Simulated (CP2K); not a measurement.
ZnS in CP2K: convergence with eps scf

Crystal: ZnS.

```
Zn S
1.0
     3.82121    0.00000    0.00000
     1.91060    3.30926    0.00000
     1.91060    1.10309    3.12000
Zn S
1 1
Direct
  0.74245 0.75564 0.74933
  0.00682 0.99301 0.00367
```

The cell isn't the ideal one: atoms moved at random, drawn with an rms of 0.02 Å.

```yaml
Program: CP2K 2026.2
Task: single point
Functional: PBE
Potentials_or_basis: POTENTIAL_UZH Zn GTH-PBE-q12, S GTH-PBE-q6; DZVP-MOLOPT-PBE-GTH basis
Density_cutoff: 6123 eV
k_mesh: 7 × 7 × 7
Occupations: fermi-dirac, width 0.1 eV
Spin: no spin polarisation
```

These are the settings of the first run; the series varies eps scf, with any setting tied to it.

Hardware: 1 thread of Arm Neoverse V1 (shared host).

```tsv
eps scf	energy less the tightest run, at zero smearing (meV/atom)	SCF cycles	CPU time (s)	peak memory (GiB)
1.0E-3	0.00	7	29	0.29
1.0E-4	0.00	10	38	0.3
1.0E-5	0.00	11	43	0.3
1.0E-6	0.00	14	50	0.3
1.0E-7	0.00	17	60	0.3
1.0E-8	0.00	19	65	0.3
```

Against the tightest run, the energy stays within 1 meV/atom from 1.0E-3 on. The tightest run that finished is the yardstick and may itself not be fully converged.

Caveat, for the tightest run too: the magnetic or orbital state may not be the lowest.
